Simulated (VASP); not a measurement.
# CdS (Fm-3m) in VASP: electric field gradients with r2SCAN

Aim: the electric field gradients of CdS with r2SCAN.

Everything below comes from runs of VASP 6.6.1. Logs are shortened: lines on timing, memory, paths and dates and some standing lists are left out, and cuts for length are marked.

## 1. The undisturbed crystal

The structure is cubic, space group Fm-3m (No. 225). Conventional cell: a = 5.506 Å, b = 5.506 Å, c = 5.506 Å, α = 90.00°, β = 90.00°, γ = 90.00°. Cd (site symmetry m-3m) has 6 S at 2.75 Å as nearest neighbours. Around S (site symmetry m-3m) lie 6 Cd at 2.75 Å.

Measurements of this composition are mostly on another form, of space group No. 186.

## 2. Electric field gradients, r2SCAN (volume scaled by 0.98)

File POSCAR:

```
CdS
1.0
    0.0000000000      2.7347652956      2.7347652956
    2.7347652956      0.0000000000      2.7347652956
    2.7347652956      2.7347652956      0.0000000000
Cd S
1 1
Direct
    0.0000000000      0.0000000000      0.0000000000
    0.5000000000      0.5000000000      0.5000000000
```

File INCAR.step1:

```
PREC = Accurate
ENCUT = 520
ISMEAR = -1
SIGMA = 0.02
LREAL = F
LASPH = T
NELM = 60
NBANDS = 16
GGA = PE
ALGO = Normal
EDIFF = 1E-4
LWAVE = T
LCHARG = F
```

File INCAR.step2:

```
PREC = Accurate
ENCUT = 520
EDIFF = 1E-8
ISMEAR = -1
SIGMA = 0.02
LREAL = F
LASPH = T
NELM = 60
ALGO = Normal
ISIF = 2
LWAVE = F
LCHARG = F
METAGGA = R2SCAN
LMIXTAU = T
LEFG = T
NBANDS = 16
ISTART = 1
```

File KPOINTS:

```
regular mesh
0
Gamma
  9 9 9
```

Potentials or basis: VASP PAW PBE potentials, release 64 (Cd, S).

Run with:

```bash
$ cat potpaw_PBE.64/Cd/POTCAR potpaw_PBE.64/S/POTCAR > POTCAR
$ cp INCAR.step1 INCAR
$ mpirun -np 1 vasp_std > vasp.out
$ cp INCAR.step2 INCAR
$ mpirun -np 1 vasp_std > vasp.out
```

OUTCAR:

```text
PREC = Accurate
   ENCUT = 520
   EDIFF = 1E-8
   ISMEAR = -1
   LREAL = F
   LASPH = T
   NELM = 60
   ISIF = 2
   METAGGA = R2SCAN
   ISTART = 1

 ion  position               nearest neighbor table
   1  0.000  0.000  0.000-   2 2.73   2 2.73   2 2.73   2 2.73   2 2.73   2 2.73
   2  0.500  0.500  0.500-   1 2.73   1 2.73   1 2.73   1 2.73   1 2.73   1 2.73

  LATTYP: Found a face centered cubic cell.
 ALAT       =     5.4695305912

  Lattice vectors:

 A1 = (   0.0000000000,   2.7347652956,   2.7347652956)
 A2 = (   2.7347652956,   0.0000000000,   2.7347652956)
 A3 = (   2.7347652956,   2.7347652956,   0.0000000000)

Analysis of symmetry for initial positions (statically):
=====================================================================
 Subroutine PRICEL returns:
 Original cell was already a primitive cell.

 Routine SETGRP: Setting up the symmetry group for a
 face centered cubic supercell.

 Subroutine GETGRP returns: Found 48 space group operations
 (whereof 48 operations were pure point group operations)
 out of a pool of 48 trial point group operations.

The static configuration has the point symmetry O_h .

Analysis of symmetry for dynamics (positions and initial velocities):
=====================================================================
 Subroutine PRICEL returns:
 Original cell was already a primitive cell.

 Routine SETGRP: Setting up the symmetry group for a
 face centered cubic supercell.

 Subroutine GETGRP returns: Found 48 space group operations
 (whereof 48 operations were pure point group operations)
 out of a pool of 48 trial point group operations.

The dynamic configuration has the point symmetry O_h .

 Subroutine INISYM returns: Found 48 space group operations
 (whereof 48 operations are pure point group operations),
 and found     1 'primitive' translations

----------------------------------------------------------------------------------------

                                     Primitive cell

  volume of cell :      40.9063

  direct lattice vectors                    reciprocal lattice vectors
     0.000000000  2.734765296  2.734765296    -0.182831046  0.182831046  0.182831046
     2.734765296  0.000000000  2.734765296     0.182831046 -0.182831046  0.182831046
     2.734765296  2.734765296  0.000000000     0.182831046  0.182831046 -0.182831046

  length of vectors
     3.867542171  3.867542171  3.867542171     0.316672661  0.316672661  0.316672661

  position of ions in fractional coordinates (direct lattice)
     0.000000000  0.000000000  0.000000000
     0.500000000  0.500000000  0.500000000

  ion indices of the primitive-cell ions
   primitive index   ion index
                 1           1
                 2           2

----------------------------------------------------------------------------------------

 KPOINTS: regular mesh

Automatic generation of k-mesh.
 Grid dimensions read from file:
 generate k-points for:    9    9    9

 Generating k-lattice:

  Cartesian coordinates                     Fractional coordinates (reciprocal lattice)
    -0.020314561  0.020314561  0.020314561     0.111111111  0.000000000  0.000000000
     0.020314561 -0.020314561  0.020314561     0.000000000  0.111111111  0.000000000
     0.020314561  0.020314561 -0.020314561     0.000000000  0.000000000  0.111111111

  Length of vectors
     0.035185851  0.035185851  0.035185851

  Shift w.r.t. Gamma in fractional coordinates (k-lattice)
     0.000000000  0.000000000  0.000000000

 Subroutine IBZKPT returns following result:
 ===========================================

 Found     35 irreducible k-points:

 Following reciprocal coordinates:
            Coordinates               Weight
  0.000000  0.000000  0.000000      1.000000
  0.111111  0.000000  0.000000      8.000000
  0.222222  0.000000  0.000000      8.000000
  0.333333  0.000000  0.000000      8.000000
  0.444444  0.000000  0.000000      8.000000
  0.111111  0.111111  0.000000      6.000000
[... 16 lines left out ...]
 -0.333333  0.333333  0.000000     12.000000
  0.444444  0.444444  0.000000      6.000000
 [... further k-points ...]
   k-points           NKPTS =     35   k-points in BZ     NKDIM =     35   number of bands    NBANDS=     16
   number of dos      NEDOS =    301   number of ions     NIONS =      2
   total plane-waves  NPLWV =  27000
   dimension x,y,z NGX =    30 NGY =   30 NGZ =   30
   dimension x,y,z NGXF=    60 NGYF=   60 NGZF=   60
   ions per type =               1   1
   NGX,Y,Z   is equivalent  to a cutoff of  12.90, 12.90, 12.90 a.u.
   NGXF,Y,Z  is equivalent  to a cutoff of  25.79, 25.79, 25.79 a.u.
 SYSTEM =  unknown system
   PREC   = accura    normal or accurate (medium, high low for compatibility)
   ISTART =      1    job   : 0-new  1-cont  2-samecut
   ICHARG =      0    charge: 1-file 2-atom 10-const
   ISPIN  =      1    spin polarized calculation?
   LNONCOLLINEAR =      F non collinear calculations
   LSORBIT =      F    spin-orbit coupling
   LASPH  =      T    aspherical Exc in radial PAW
   ENCUT  =  520.0 eV  38.22 Ry    6.18 a.u.   7.19  7.19  7.19*2*pi/ulx,y,z
   NELM   =     60;   NELMIN=  2; NELMDL=  0     # of ELM steps
   EDIFF  = 0.1E-07   stopping-criterion for ELM
   LREAL  =      F    real-space projection
   EDIFFG = 0.1E-06   stopping-criterion for IOM
   NSW    =      0    number of steps for IOM
   IBRION =     -1    ionic relax: 0-MD 1-quasi-New 2-CG
   NFREE  =      0    steps in history (QN), initial steepest desc. (CG)
   ISIF   =      2    stress and relaxation
   ISYM   =      2    0-nonsym 1-usesym 2-fastsym
   POTIM  = 0.5000    time-step for ionic-motion
   TEBEG  =    0.0;   TEEND  =   0.0 temperature during run
   PSTRESS=    0.0 pullay stress
   NELECT =      18.0000    total number of electrons
   NUPDOWN=      -1.0000    fix difference up-down
   EMIN   =  10.00;   EMAX   =-10.00  energy-range for DOS
   EFERMI =   0.00;   METHOD = LEGACY
   ISMEAR =    -1;   SIGMA  =   0.02  broadening in eV -4-tet -1-fermi 0-gaus
   EFERMI_NEDOS =   21; number of points for ismear=-14 and -15
   IALGO  =     38    algorithm
   IMIX   =      4    mixing-type and parameters
     AMIX     =   0.40;   BMIX     =  1.00
     AMIX_MAG =   1.60;   BMIX_MAG =  1.00
  volume/ion in A,a.u.               =      20.45       138.02
  Fermi-wavevector in a.u.,A,eV,Ry     =   1.245190  2.353068 21.095806  1.550498
  Thomas-Fermi vector in A             =   2.379423
   LORBIT       =      0    0 simple, 1 ext, 2 COOP (PROOUT), +10 PAW based schemes
   METAGGA = R2SCAN    functional components
   LHFCALC =     F    Hartree Fock is set to
   AEXX    =    0.0000 exact exchange contribution
   IVDW    =     0    specifies the selected vdW correction
   LEPSILON=     F    determine dielectric tensor
   LRPA    =     F    only Hartree local field effects (RPA)
 non-spin polarized calculation
  energy-cutoff  :      520.00
  volume of cell :       40.91
 maximum number of plane-waves:      1118
 NGX is ok and might be reduce to    30

 number of electron      18.0000005 magnetization

 Free energy of the ion-electron system (eV)
  ---------------------------------------------------
  ext. energy  EPLUGINS =         0.00000000
  ---------------------------------------------------
  free energy    TOTEN  =       -29.52501835 eV

  energy without entropy =      -29.52501835  energy(sigma->0) =      -29.52501835

 E-fermi :   3.1553     XC(G=0): -10.9578

 val. band max:        2.6621710413   @ k =  -0.3333   0.1111   0.0000
 cond. band min:       3.5544529918   @ k =   0.4444   0.4444   0.0000
 fundamental gap:      0.8922819504
 Fermi energy:         3.1552538103

 k-point     1 :       0.0000    0.0000    0.0000
  band No.  band energies     occupation
      1     -10.6141      2.00000
      2      -5.1772      2.00000
      3      -5.1772      2.00000
      4      -5.1770      2.00000
      5      -5.1770      2.00000
      6      -5.1770      2.00000
[... 8 lines left out ...]
     15      14.9946      0.00000
     16      14.9946      0.00000

 k-point     2 :       0.1111    0.0000    0.0000
  band No.  band energies     occupation
      1     -10.5061      2.00000
      2      -5.2172      2.00000
      3      -5.2171      2.00000
      4      -5.1886      2.00000
      5      -5.1540      2.00000
      6      -5.1540      2.00000
[... 8 lines left out ...]
     15      13.6462      0.00000
     16      14.6172      0.00000
[... 387 lines left out ...]
      5      -4.9692      2.00000
      6      -4.6738      2.00000
[... 8 lines left out ...]
     15      15.4329      0.00000
     16      19.3373      0.00000

 k-point    24 :       0.4444    0.4444    0.0000
  band No.  band energies     occupation
      1      -9.7235      2.00000
      2      -5.3239      2.00000
      3      -5.0730      2.00000
      4      -4.9227      2.00000
      5      -4.9227      2.00000
      6      -4.3670      2.00000
[... 8 lines left out ...]
     15      17.6194      0.00000
     16      18.2978      0.00000

 [... further k-points ...]
[... 5 lines left out ...]
  --------------------------------------------------------------------------------------
  -------------------------------------------------------------------------------------
  Total       -0.0653528     -0.0653528     -0.0653528     -0.0000000     -0.0000000      0.0000000
  in kB       -2.5596751     -2.5596751     -2.5596751     -0.0000000     -0.0000000      0.0000000
  external PRESSURE =      -2.5596751 kB  Pullay stress =       0.0000000 kB

 VOLUME and BASIS-vectors are now :
 -----------------------------------------------------------------------------
  energy-cutoff  :      520.00
  volume of cell :       40.91
      direct lattice vectors                 reciprocal lattice vectors
     0.000000000  2.734765296  2.734765296    -0.182831046  0.182831046  0.182831046
     2.734765296  0.000000000  2.734765296     0.182831046 -0.182831046  0.182831046
     2.734765296  2.734765296  0.000000000     0.182831046  0.182831046 -0.182831046

 POSITION                                       TOTAL-FORCE (eV/Angst)
 -----------------------------------------------------------------------------------
      0.00000      0.00000      0.00000         0.000000      0.000000      0.000000
      2.73477      2.73477      2.73477        -0.000000     -0.000000     -0.000000
 -----------------------------------------------------------------------------------
    total drift:                               -0.000000      0.000000      0.000000

  FREE ENERGIE OF THE ION-ELECTRON SYSTEM (eV)
  ---------------------------------------------------
  free  energy   TOTEN  =       -29.5250183523 eV

  energy  without entropy=      -29.5250183523  energy(sigma->0) =      -29.52501835

 Electric field gradients (V/A^2)
---------------------------------------------------------------------
 ion       V_xx      V_yy      V_zz      V_xy      V_xz      V_yz
---------------------------------------------------------------------
   1      -0.000    -0.000     0.000     0.002     0.002     0.002
   2       0.000    -0.000    -0.000    -0.000    -0.000    -0.000
---------------------------------------------------------------------

 Electric field gradients after diagonalization (V/A^2)
 (convention: |V_zz| > |V_xx| > |V_yy|)
----------------------------------------------------------------------
 ion       V_xx      V_yy      V_zz     asymmetry (V_yy - V_xx)/ V_zz
----------------------------------------------------------------------
   1      -0.002    -0.002     0.004       0.000
   2       0.000     0.000    -0.000       0.000
----------------------------------------------------------------------

           NMR quadrupolar parameters

 Cq : quadrupolar parameter    Cq=e*Q*V_zz/h
 eta: asymmetry parameters     (V_yy - V_xx)/ V_zz
 Q  : nuclear electric quadrupole moment in mb (millibarn)
----------------------------------------------------------------------
 ion       Cq(MHz)       eta       Q (mb)
----------------------------------------------------------------------
   1       0.000       0.000       1.000
   2      -0.000       0.000       1.000
----------------------------------------------------------------------
```

It took 2 min on 1 thread of Intel Xeon Platinum 8488C (Sapphire Rapids), shared host; peak memory 0.18 GiB.

What came out:

| Property | Result |
| --- | --- |
| Free energy | -29.5250 eV |
| Pressure | -0.3 GPa |
| Band gap on the k mesh | 0.89 eV, indirect (least direct gap 2.29 eV) |

Electric field gradients, principal values (V/Å²):
```csv
atom,Vxx,Vyy,Vzz
1 Cd,-0.002,-0.002,0.004
2 S,0.000,0.000,0.000
```

Caveat: the PAW data sets were made with another functional, which shifts forces and pressure a little; an odd mesh through Γ misses points on the zone boundary, where band edges often lie.
